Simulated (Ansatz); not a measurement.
Steps from a short run of molecular dynamics on a 1×1×1 supercell (6 atoms) of SiO2 (I-42d), relaxed with r2SCAN; forces from r2SCAN in Ansatz 0.2.0, 4×4×4 mesh, Fermi-Dirac smearing of 0.020 eV, constant energy and volume (NVE), started at 100 K. Spin polarisation is off, nuclei are classical, and the run is far too short for thermal averages.

Cell vectors in Å:
```
-2.4720  2.4720  3.6578
 2.4720 -2.4720  3.6578
 2.4720  2.4720 -3.6578
```

Q: At 4 fs positions (Å), velocities (Å/fs) and forces (eV/Å) are
```
Si -0.0060 -0.0078  0.0049   -0.0013 -0.0017  0.0012    0.3347  0.4266 -0.0455
Si -0.0027  2.4736  1.8225   -0.0005  0.0003 -0.0015    0.2523 -0.1424  0.2665
O   1.2461  2.9528  2.7370    0.0022 -0.0013 -0.0017   -0.3093  0.0589 -0.1240
O   0.5043  1.2361  0.9175    0.0043 -0.0001  0.0006   -0.2653 -0.1624 -0.1287
O  -1.2361  1.9985  2.7424   -0.0001  0.0031 -0.0002   -0.0420 -0.1574  0.0789
O  -0.4992  3.7112  0.9215   -0.0032  0.0008  0.0017    0.0297 -0.0233 -0.0473
```
Where are the atoms one step (2 fs) later, and what forces do they feel?

A:
```
Si -0.0084 -0.0109  0.0073    0.4529  0.5898 -0.0868
Si -0.0035  2.4741  1.8197    0.3374 -0.2085  0.3639
O   1.2502  2.9503  2.7334   -0.4047  0.0859 -0.1468
O   0.5125  1.2357  0.9186   -0.3867 -0.2019 -0.1635
O  -1.2362  2.0044  2.7421   -0.0498 -0.2310  0.1053
O  -0.5055  3.7128  0.9249    0.0509 -0.0342 -0.0721
```
The temperature goes from 85.6 to 71.1 K.

Q: At 8 fs positions (Å), velocities (Å/fs) and forces (eV/Å) are
```
Si -0.0102 -0.0132  0.0095   -0.0007 -0.0009  0.0011    0.5190  0.7021 -0.1401
Si -0.0040  2.4744  1.8175   -0.0001  0.0000 -0.0010    0.3809 -0.2629  0.4266
O   1.2534  2.9480  2.7294    0.0013 -0.0011 -0.0021   -0.4422  0.1092 -0.1320
O   0.5198  1.2347  0.9194    0.0033 -0.0006  0.0003   -0.4932 -0.2055 -0.1736
O  -1.2365  2.0098  2.7421   -0.0002  0.0025  0.0001   -0.0442 -0.2992  0.1180
O  -0.5118  3.7143  0.9281   -0.0031  0.0007  0.0015    0.0797 -0.0438 -0.0989
```
Where are the atoms one step (2 fs) later, and what forces do they feel?

A:
```
Si -0.0113 -0.0146  0.0116    0.5278  0.7554 -0.2014
Si -0.0039  2.4743  1.8158    0.3777 -0.2984  0.4517
O   1.2555  2.9459  2.7252   -0.4191  0.1284 -0.0788
O   0.5259  1.2333  0.9197   -0.5801 -0.1735 -0.1595
O  -1.2369  2.0144  2.7424   -0.0245 -0.3604  0.1158
O  -0.5178  3.7157  0.9311    0.1181 -0.0515 -0.1278
```
The temperature goes from 55.8 to 42.2 K.

Q: At 32 fs positions (Å), velocities (Å/fs) and forces (eV/Å) are
```
Si -0.0020  0.0061  0.0049    0.0002  0.0001 -0.0014   -0.0363 -0.6027 -0.0193
Si  0.0036  2.4620  1.8237   -0.0006  0.0005  0.0007   -0.2726  0.6877  0.0561
O   1.2622  2.9492  2.7089    0.0008  0.0013  0.0012   -0.1656  0.1407  0.0489
O   0.4981  1.2295  0.9207   -0.0039  0.0013  0.0004   -0.0874  0.0549 -0.0797
O  -1.2284  1.9959  2.7541    0.0012 -0.0034  0.0008    0.0318 -0.1799  0.1173
O  -0.5346  3.7200  0.9326    0.0026 -0.0004 -0.0013    0.5301 -0.1007 -0.1233
```
Where are the atoms one step (2 fs) later, and what forces do they feel?

A:
```
Si -0.0016  0.0060  0.0022    0.0397 -0.5647  0.0895
Si  0.0022  2.4635  1.8252   -0.1911  0.6944  0.0781
O   1.2635  2.9520  2.7113   -0.2858  0.1144 -0.0633
O   0.4903  1.2322  0.9215   -0.0101 -0.0606 -0.1609
O  -1.2260  1.9889  2.7559   -0.0136 -0.0909  0.1416
O  -0.5288  3.7191  0.9298    0.4609 -0.0927 -0.0850
```
The temperature goes from 61.7 to 71.3 K.

Q: At 36 fs positions (Å), velocities (Å/fs) and forces (eV/Å) are
```
Si -0.0011  0.0051 -0.0005    0.0003 -0.0006 -0.0013    0.1013 -0.4796  0.1799
Si  0.0006  2.4659  1.8268   -0.0009  0.0014  0.0008   -0.1031  0.6317  0.0905
O   1.2641  2.9551  2.7136    0.0001  0.0016  0.0011   -0.3690  0.0817 -0.1470
O   0.4823  1.2348  0.9218   -0.0039  0.0012  0.0001    0.0538 -0.1553 -0.2246
O  -1.2236  1.9818  2.7579    0.0012 -0.0036  0.0011   -0.0493  0.0008  0.1502
O  -0.5219  3.7179  0.9269    0.0037 -0.0006 -0.0015    0.3662 -0.0792 -0.0489
```
Where are the atoms one step (2 fs) later, and what forces do they feel?

A:
```
Si -0.0005  0.0035 -0.0028    0.1346 -0.3560  0.2410
Si -0.0012  2.4693  1.8285   -0.0176  0.4974  0.0875
O   1.2638  2.9584  2.7155   -0.3995  0.0418 -0.1909
O   0.4746  1.2369  0.9217    0.1035 -0.2142 -0.2598
O  -1.2213  1.9746  2.7604   -0.0707  0.0918  0.1394
O  -0.5141  3.7166  0.9239    0.2497 -0.0608 -0.0172
```
The temperature goes from 79.3 to 85.2 K.

Q: At 52 fs positions (Å), velocities (Å/fs) and forces (eV/Å) are
```
Si  0.0063 -0.0091 -0.0109    0.0003 -0.0001 -0.0003   -0.2392  0.5269  0.0255
Si -0.0100  2.4938  1.8411   -0.0002  0.0003  0.0006    0.2167 -0.9707 -0.2507
O   1.2458  2.9773  2.7214   -0.0010  0.0006  0.0006    0.3330 -0.2771  0.1875
O   0.4308  1.2415  0.9075   -0.0022  0.0003 -0.0011    0.2737  0.1662  0.1316
O  -1.2090  1.9410  2.7805    0.0008 -0.0006  0.0010    0.0017  0.5137 -0.2061
O  -0.4612  3.7059  0.9042    0.0022 -0.0007 -0.0011   -0.5860  0.0411  0.1122
```
Where are the atoms one step (2 fs) later, and what forces do they feel?

A:
```
Si  0.0067 -0.0090 -0.0114   -0.2581  0.5168  0.0129
Si -0.0102  2.4938  1.8421    0.2244 -0.9732 -0.2909
O   1.2443  2.9781  2.7229    0.3632 -0.2958  0.1838
O   0.4267  1.2423  0.9053    0.3093  0.1892  0.1720
O  -1.2074  1.9403  2.7823   -0.0206  0.5255 -0.2133
O  -0.4575  3.7047  0.9021   -0.6182  0.0375  0.1355
```
The temperature goes from 22.9 to 14.4 K.

Q: At 56 fs positions (Å), velocities (Å/fs) and forces (eV/Å) are
```
Si  0.0067 -0.0082 -0.0119   -0.0001  0.0006 -0.0002   -0.2483  0.4589  0.0272
Si -0.0101  2.4924  1.8427    0.0001 -0.0010  0.0002    0.2357 -0.8867 -0.3144
O   1.2436  2.9781  2.7249   -0.0001 -0.0001  0.0011    0.3383 -0.3033  0.1405
O   0.4234  1.2437  0.9036   -0.0015  0.0008 -0.0007    0.3501  0.1738  0.1856
O  -1.2059  1.9410  2.7836    0.0007  0.0006  0.0005   -0.0586  0.5235 -0.1986
O  -0.4552  3.7035  0.9004    0.0008 -0.0006 -0.0008   -0.6171  0.0338  0.1597
```
Where are the atoms one step (2 fs) later, and what forces do they feel?

A:
```
Si  0.0063 -0.0067 -0.0124   -0.2121  0.3587  0.0679
Si -0.0096  2.4899  1.8429    0.2469 -0.7202 -0.3178
O   1.2438  2.9775  2.7272    0.2636 -0.2991  0.0626
O   0.4209  1.2454  0.9023    0.3942  0.1195  0.1714
O  -1.2044  1.9428  2.7843   -0.1072  0.5078 -0.1661
O  -0.4544  3.7024  0.8990   -0.5853  0.0332  0.1820
```
The temperature goes from 12.3 to 15.8 K.
